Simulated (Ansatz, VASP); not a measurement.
## LiF in VASP and in Ansatz

Contents of INCAR:

```
SYSTEM = LiF
PREC = Accurate ; ENCUT = 520
EDIFF = 1E-6 ; ISMEAR = 0
SIGMA = 0.05 ; LREAL = .FALSE.
LASPH = .TRUE. ; NELM = 100
ALGO = Normal ; ISIF = 2
LWAVE = .FALSE. ; LCHARG = .FALSE.
GGA = PE ; NBANDS = 18
```

Contents of KPOINTS:

```
Automatic mesh
0
G
  9 9 6
  0 0 0
```

The input POSCAR:

```
LiF
1.0
    3.2140071864      0.0000000000      0.0000000000
   -1.6070035932      2.7834118714      0.0000000000
    0.0000000000      0.0000000000      4.6368481678
Li F
2 2
Direct
    0.3333333333      0.6666666667      0.4116718394
    0.6666666667      0.3333333333      0.9116718394
    0.3333333333      0.6666666667      0.9939266766
    0.6666666667      0.3333333333      0.4939266766
```

Input for Ansatz:

```yaml
crystal:
  lattice:
    - [3.2140071864, 0.0, 0.0]
    - [-1.6070035932, 2.7834118714, 0.0]
    - [0.0, 0.0, 4.6368481678]
  atoms:
    - { symbol: Li, position: [0.3333333333, 0.6666666667, 0.4116718394] }
    - { symbol: Li, position: [0.6666666667, 0.3333333333, 0.9116718394] }
    - { symbol: F, position: [0.3333333333, 0.6666666667, 0.9939266766] }
    - { symbol: F, position: [0.6666666667, 0.3333333333, 0.4939266766] }
basis:
  ecutwfc: 520.0
kpoints:
  mp_grid: { grid: [9, 9, 6] }
hamiltonian:
  xc: pbe
scf:
  occupations: { method: gaussian, width: 0.05 }
output:
  forces: true
  stress: true
  eigenvalues: true
```

Alike in both runs: task single point; functional PBE; k mesh 9 × 9 × 6; occupations gaussian, width 0.05 eV; no spin polarisation.

```csv
,VASP,Ansatz
version,VASP 6.6.1,Ansatz 0.2.0
potentials or method,"VASP PAW PBE potentials, release 64 (Li_sv, F)","scalar-relativistic, plane waves, PAW"
plane-wave cutoff (eV),520,520
valence electrons in the cell,20,20
```

|  | VASP | Ansatz | Ansatz less VASP |
| --- | --- | --- | --- |
| gap on the k mesh at the Fermi level (eV) | 7.38 | 7.39 | +0.010 |
| least direct gap on the mesh (eV) | 7.38 | 7.39 | +0.010 |
| rms of the force components (eV/Å) | 0.035 | 0.036 | +0.0006 |

Atom by atom the forces differ by 0.001 eV/Å (rms over components). With one functional, cell and mesh, what is left measures potentials, basis and numerics.

Caveats: an odd mesh through Γ misses points on the zone boundary, where band edges often lie.
